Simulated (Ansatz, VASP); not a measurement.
**Na: VASP beside Ansatz**

```
Na
1.0
    -1.99341    1.99341    2.36647
     1.99341   -1.99341    2.36647
     1.99341    1.99341   -2.36647
Na
1
Direct
  0.00000 0.00000 0.00000
```

Alike in both runs: task single point; functional PBEsol; k mesh 20 × 20 × 20; occupations gaussian, width 0.15 eV; no spin polarisation.

```csv
,VASP,Ansatz
version,VASP 6.6.1,Ansatz 0.2.0
potentials or method,"VASP PAW PBE potentials, release 64 (Na_pv)","scalar-relativistic, plane waves, PAW"
plane-wave cutoff (eV),520,420
valence electrons in the cell,7,9
```

Ansatz gave:

* gap on the k mesh at the Fermi level (eV): none
* pressure (GPa): -0.3

**Question.** Which values does VASP return?

**Answer.** gap on the k mesh at the Fermi level (eV): none; pressure (GPa): -0.2.

A gap of «none» marks a metal or a gap that the smearing closes. The two sets of potentials don't hold the same shells in valence.

Caveats: the PAW data sets were made with another functional, which shifts forces and pressure a little (VASP).
